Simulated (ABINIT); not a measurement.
Planning a run of ABINIT 10.8.3 on SiC (P6_3mc). The input:

```
acell 3*1.0 Angstrom
rprim 
  3.073513928196 0.000000000001 0.000000000000
  -1.536756964099 2.661741140703 0.000000000000
  0.000000000000 0.000000000000 5.045247710000
ntypat 2
znucl 14 6
natom 4
typat 1 1 2 2
xred 
  0.333333333333 0.666666666667 0.499602400000
  0.666666666667 0.333333333333 0.999602400000
  0.333333333333 0.666666666667 0.875397600000
  0.666666666667 0.333333333333 0.375397600000
pp_dirpath "pseudos"
pseudos "Si.upf, C.upf"
ecut 37
ngkpt 6 6 4
nshiftk 1
shiftk 0 0 0
kptopt 1
chksymbreak 0
istwfk *1
occopt 1
irdwfk 1
optdriver 4
nband 180
gwcalctyp 0
ecutsigx 37
symsigma 1
nkptgw 3
kptgw 
  0.0000000000 0.0000000000 0.0000000000
  0.3333333333 0.3333333333 0.0000000000
  0.5000000000 0.0000000000 0.0000000000
bdgw 
  7 10
  6 10
  7 10
ecuteps 8.4
irdscr 1
ppmodel 1
indata_prefix "in"
outdata_prefix "out"
tmpdata_prefix "tmp"
```

```sh
OMP_NUM_THREADS=1 mpirun -n 8 abinit run.abi > log
```

How long will it take on 8 MPI ranks of Arm Neoverse V2, shared host, and how much memory?

It took 36 s; on shared hardware allow 18 s to 73 s. Peak host memory was 3.1 GiB.

[Long decimals in the printed logs are rounded to 6 places.]

[Logs are printed without paths, hosts, clocks, repeated set-up lines and the standing remarks that a program may print on its own settings, such as how far it seeks lower states.]

[Paths, hosts, dates, memory and timing lines, banners, echoed tables and standing remarks are left out of the program output; an Ansatz launch command may be rebuilt from the run's recorded settings. Measured values are a selection of at most five: reports struck by readers or far from the other reports are left out. None is set beside runs whose start may be inverted or whose files or cutoffs have a known fault.]

[Runs of the session that timed out or met a known fault of the program may be left out.]

[Hosts, paths, dates, database ids (printed as entryN), source tags and the programs' standing remarks are cut or masked in the printed files.]

[G0W0 gaps are taken among the corrected bands and points alone; a level outside them can change the order at an edge.]

[Where Ansatz stands beside ABINIT at settings called matched, ABINIT's density can come from a denser mesh and the files from another edition; pairs whose starting gaps differed by over 0.03 eV were left out, so agreement reads better than it is.]
